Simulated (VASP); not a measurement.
# VASP inputs for KBr (zincblende)

INCAR

```
ISMEAR = 0
METAGGA = R2SCAN
IBRION = -1
NBANDS = 15
ENCUT = 520
PREC = Accurate
EDIFF = 1E-7
ISIF = 2
LCHARG = .TRUE.
LREAL = .FALSE.
LELF = .TRUE.
LASPH = .TRUE.
SIGMA = 0.01
NSW = 0
ALGO = Normal
LWAVE = .FALSE.
NELM = 120
```

KPOINTS

```
KPOINTS created by Atomic Simulation Environment
0
Gamma
6 6 6
0 0 0
```

KPOINTS_OPT

```
special points
7
Reciprocal
0.0000000000 0.0000000000 0.0000000000 1
-0.5000000000 -0.5000000000 0.0000000000 1
-0.3750000000 -0.3750000000 0.2500000000 1
-0.3750000000 0.0000000000 0.3750000000 1
0.0000000000 0.0000000000 0.5000000000 1
-0.5000000000 -0.2500000000 0.2500000000 1
0.0000000000 0.2291670000 -0.2500000000 1
```

POSCAR

```
K  Br
 1.0000000000000000
    -0.0000000000000000    3.6882992941940822    3.6882992941940822
     3.6882992941940822   -0.0000000000000000    3.6882992941940822
     3.6882992941940822    3.6882992941940822   -0.0000000000000000
 K   Br
   1   1
Cartesian
 -0.0000000000000000  0.0000000000000000  0.0000000000000000
  1.8441496470970411  1.8441496470970411  1.8441496470970411
```

VASP ran with the recommended PBE PAW datasets (16 valence electrons in the cell).

Estimate the main results of this run.

gap between bands v and c 4.84 eV; least direct gap 4.86 eV; pressure 0.0 GPa.

Band v is the last that the valence electrons fill when counted band by band, and c is the next. Levels in eV from the top of v:

| point | v−1 | v | c | c+1 |
| --- | --- | --- | --- | --- |
| Γ | -0.01 | -0.01 | 4.84 | 9.36 |
| X | -0.02 | -0.02 | 6.52 | 7.77 |
| K | -0.14 | -0.01 | 6.78 | 7.78 |
| L | 0.00 | 0.00 | 7.18 | 7.49 |
| W | -0.20 | -0.03 | 6.79 | 7.78 |
